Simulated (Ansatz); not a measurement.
**Relaxation of GaH**

All numbers below come from DFT PBE, scalar-relativistic, plane waves, PAW (Ansatz 0.2.0). (420 eV cutoff, 16×16×16 k-mesh, Gaussian smearing of 0.10 eV, no spin polarisation)

What was changed in VH: V → Ga on all its sites, cell and atoms relaxed.

Input:

```yaml
crystal:
  lattice:
    - [0.0, 2.2693701065, 2.2693701065]
    - [2.2693701065, 0.0, 2.2693701065]
    - [2.2693701065, 2.2693701065, 0.0]
  atoms:
    - { symbol: Ga, position: [0.0, 0.0, 0.0] }
    - { symbol: H, position: [0.5, 0.5, 0.5] }
basis:
  ecutwfc: 420
kpoints:
  mp_grid: { grid: [16, 16, 16] }
hamiltonian:
  xc: pbe
scf:
  occupations: { method: gaussian, width: 0.1 }
output:
  forces: true
  stress: true
  eigenvalues: true
relax:
  adjacent_minimum: "off"
  f_tol: 0.01
  max_steps: 60
  cell: { stress_tol: 0.1 }
```

F is the free energy. Steps run on the plane waves of an earlier cell, but the last one, and at times one on the way, on a freshly chosen basis, so a repeated geometry can differ a little in energy.

Steps:

```csv
step,F − F(1) (eV),largest force component (eV/Å),V (Å³/atom),P (GPa)
1,0.0000,0.000,11.687,-0.39
2,-0.0004,0.000,11.549,0.12
3,-0.0004,0.000,11.581,0.00
4,-0.0003,0.000,11.581,-0.01
```

Relaxed structure:

```
CELL_PARAMETERS angstrom
0.00000 2.26248 2.26248
2.26248 0.00000 2.26248
2.26248 2.26248 0.00000
ATOMIC_POSITIONS crystal
Ga 0.00000 0.00000 0.00000
H 0.50000 0.50000 0.50000
```

Symmetry: Fm-3m, No. 225, cubic system. Conventional cell: a = 4.525 Å, b = 4.525 Å, c = 4.525 Å, α = 90.00°, β = 90.00°, γ = 90.00°. Ga (site symmetry m-3m) is surrounded by 6 H at 2.26 Å. H (site symmetry m-3m) is surrounded by 6 Ga at 2.26 Å.

The run converged. The run took of the order of 8 core-seconds.